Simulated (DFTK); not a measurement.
Runs of DFTK 0.8.2 on W. The structure is cubic, space group Im-3m (No. 229). Conventional cell: a = 3.165 Å, b = 3.165 Å, c = 3.165 Å, α = 90.00°, β = 90.00°, γ = 90.00°. Around W (site symmetry m-3m) lie 8 W at 2.74 Å. 

| task | level | potentials or basis | k mesh | cutoff (eV) | valence electrons | gap on the mesh (eV) | pressure (GPa) | V0 of scaled cells (Å³/atom) | B0 (GPa) |
| --- | --- | --- | --- | --- | --- | --- | --- | --- | --- |
| single point | PBEsol | dojo.nc.sr.pbesol.v0_4_1.standard.upf (PBEsol) | 12 × 12 × 12 | 1007 | W 14 | none | (a) | - | - |
| band structure | LDA | cp2k.nc.sr.lda.v0_1.largecore.gth (LDA, GTH, large core) | 12 × 12 × 12 | 789 | W 6 | none | -7.9 | - | - |
| band structure | r2SCAN | cp2k.nc.sr.pbe.v0_1.largecore.gth (PBE, GTH, large core) | 12 × 12 × 12 | 1197 | W 6 | none | 24.3 | - | - |
| equation of state | PBEsol | dojo.nc.sr.pbesol.v0_4_1.standard.upf (PBEsol) | 12 × 12 × 12 | 1007 | W 14 | - | - | 15.71 | 317 |
| equation of state | LDA | cp2k.nc.sr.lda.v0_1.semicore.gth (LDA, GTH) | 9 × 9 × 9 | 1415 | W 14 | - | - | 15.46 | (b) |

Alike in all rows: no spin polarisation; cell as given; smearing fermi-dirac 0.05 eV.

Task: Estimate the missing entries.

Result: (a) -2.8; (b) 338.

Caveats: GTH potentials come without recommended cutoffs, and this one wasn't checked for convergence (some runs); spin-orbit coupling is left out, which moves the levels of the heavy elements (some runs); this set keeps more shells in the core, which shifts pressures and gaps (some runs); the program warned that the kinetic-energy density falls under its von Weizsäcker bound, which can give unphysical results (some runs); so large a pressure means that the cell lies far from this level's equilibrium, or that cutoff or potentials fall short (some runs); the potentials were made for another functional, which shifts forces and pressure (some runs).

A k mesh can miss the band edges, and the runs leave out spin-orbit coupling on W.

A gap of «none» marks a metal or a gap under the smearing width.

Runs at the PBE level aren't shown here.
